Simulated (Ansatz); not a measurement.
AlSb (zinc blende), relaxed with PBEsol (Ansatz, a quantum-chemistry and plane-wave program, plane waves, PAW): a = b = c = 6.1571 Å, α = β = γ = 90.00°.

- gap (eV) = 1.14
- ΔH_f (eV/atom) = -0.12
- B₀ by P(V) fit (GPa) = 53.7
- electron conductivity mass (mₑ) = 0.31

Task: The same phase is relaxed and computed with PBE in the same code. What are the cell and these values now?

Result: a = 6.2251 Å, b = 6.2251 Å, c = 6.2251 Å, α = 90.00°, β = 90.00°, γ = 90.00°.

- gap (eV) = 1.24
- ΔH_f (eV/atom) = -0.17
- B₀ by P(V) fit (GPa) = 49.3
- electron conductivity mass (mₑ) = 0.17

All cells were relaxed under the symmetry of their starts (and spin orders); stability against distortions was not tested throughout. Spin–orbit coupling is left out wherever it is not named.

Potentials: the later of the program's two PAW sets.

Ansatz is a plane-wave DFT program.

Formation energies count from the lowest solids of the elements computed at the same level, not from gases.
